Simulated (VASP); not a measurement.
Here is a VASP 6.6.1 calculation.

POSCAR

```
MgSi
1.0
    2.9083940000      0.0000000000      0.0000000000
    0.0000000000      2.9083940000      0.0000000000
    0.0000000000      0.0000000000      4.1034270000
Mg Si
1 1
Direct
    0.0000000000      0.0000000000      0.0000000000
    0.5000000000      0.5000000000      0.5000000000
```

INCAR.step1

```
SYSTEM = MgSi
PREC     = Accurate       ! precision mode
ENCUT    = 520            ! plane-wave cutoff, eV
ISMEAR   = 0              ! smearing method
SIGMA    = 0.1            ! smearing width, eV
LREAL    = .False.        ! projectors in reciprocal space
LASPH    = .True.         ! aspherical terms in the spheres
NELM     = 100            ! most SCF steps
NBANDS   = 10             ! bands
GGA      = PE             ! functional
ALGO     = Normal         ! electronic algorithm
EDIFF    = 1E-4           ! SCF threshold, eV
LWAVE    = .True.         ! write WAVECAR
LCHARG   = .False.        ! write CHGCAR
```

File INCAR.step2:

```
SYSTEM = MgSi
PREC     = Accurate       ! precision mode
ENCUT    = 520            ! plane-wave cutoff, eV
EDIFF    = 1E-6           ! SCF threshold, eV
ISMEAR   = 0              ! smearing method
SIGMA    = 0.1            ! smearing width, eV
LREAL    = .False.        ! projectors in reciprocal space
LASPH    = .True.         ! aspherical terms in the spheres
NELM     = 100            ! most SCF steps
ALGO     = Normal         ! electronic algorithm
ISIF     = 2              ! what is computed and relaxed
LWAVE    = .False.        ! write WAVECAR
LCHARG   = .True.         ! write CHGCAR
METAGGA  = R2SCAN         ! meta-GGA
LMIXTAU  = .True.       
LELF     = .True.         ! ELF
LVHAR    = .True.       
NBANDS   = 10             ! bands
ISTART   = 1
```

The input KPOINTS:

```
Automatic mesh
0
Gamma
  6 6 4
  0 0 0
```

Potentials or basis: VASP PAW PBE potentials, release 64 (Mg, Si).

The run is started by

```bash
$ cat potpaw_PBE.64/Mg/POTCAR potpaw_PBE.64/Si/POTCAR > POTCAR
$ cp INCAR.step1 INCAR
$ mpirun -np 1 vasp_std > vasp.out
$ cp INCAR.step2 INCAR
$ mpirun -np 1 vasp_std > vasp.out
```

Estimate the band gap on the k mesh.

none (metal or under the smearing width).

Estimate the pressure.

-0.5 GPa.

Stress tensor (GPa, compression positive):
```
-1.20  0.00  0.00
 0.00 -1.20  0.00
 0.00  0.00  0.99
```

Caveat: the k mesh is coarse (spacing up to 0.38 Å⁻¹), so the values aren't converged; the PAW data sets were made with another functional, which shifts forces and pressure a little.
